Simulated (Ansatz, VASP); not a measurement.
Hf2B3: VASP beside Ansatz

```xyz
5
Lattice="4.1746 0.0000 0.0000 0.0000 4.1746 0.0000 0.0000 0.0000 4.1746" Properties=species:S:1:pos:R:3 pbc="T T T"
Hf    0.0000    0.0000    0.0000
Hf    2.0873    2.0873    2.0873
B     2.0873    0.0000    0.0000
B     0.0000    2.0873    0.0000
B     0.0000    0.0000    2.0873
```

Alike in both runs: functional PBE; k mesh 4 × 4 × 4; occupations gaussian, width 0.1 eV; no spin polarisation.

Ansatz relaxed the structure, and its values are those at the end. VASP's run is a single point on that final structure, the one shown.

|  | VASP | Ansatz |
| --- | --- | --- |
| version | VASP 6.6.1 | Ansatz 0.2.0 |
| potentials or method | VASP PAW PBE potentials, release 64 (Hf_pv, B) | scalar-relativistic, plane waves, PAW |
| plane-wave cutoff (eV) | 520 | 420 |
| valence electrons in the cell | 29 | 61 |

|  | VASP | Ansatz | Ansatz less VASP |
| --- | --- | --- | --- |
| gap on the k mesh at the Fermi level (eV) | none | none | - |
| pressure (GPa) | 1.5 | 0.4 | -1.06 |

A gap of «none» marks a metal or a gap that the smearing closes. The two sets of potentials don't hold the same shells in valence.

Caveats: the k mesh is coarse (spacing up to 0.38 Å⁻¹), so the values aren't converged. Spin-orbit coupling is left out, which matters for the levels of Hf.
